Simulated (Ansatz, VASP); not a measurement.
## Pt in VASP and in Ansatz

```
Pt
1.0
     0.00000    1.98506    1.98506
     1.98506    0.00000    1.98506
     1.98506    1.98506    0.00000
Pt
1
Direct
  0.00000 0.00000 0.00000
```

Alike in both runs: functional PBE; k mesh 18 × 18 × 18; occupations gaussian, width 0.1 eV; no spin polarisation.

Ansatz relaxed the structure, and its values are those at the end. VASP's run is a single point on that final structure, the one shown.

|  | VASP | Ansatz |
| --- | --- | --- |
| version | VASP 6.6.1 | Ansatz 0.2.0 |
| potentials or method | VASP PAW PBE potentials, release 64 (Pt) | scalar-relativistic, plane waves, PAW |
| plane-wave cutoff (eV) | 520 | 420 |
| valence electrons in the cell | 10 | 18 |

Ansatz gave:

```
gap on the k mesh at the Fermi level (eV) : none
pressure (GPa)                            : 0.0
```

Which values does VASP return?

gap on the k mesh at the Fermi level (eV): none; pressure (GPa): -0.5.

A gap of «none» marks a metal or a gap that the smearing closes. The two sets of potentials don't hold the same shells in valence.

The runs have no spin-orbit coupling, so splittings on Pt are missing.
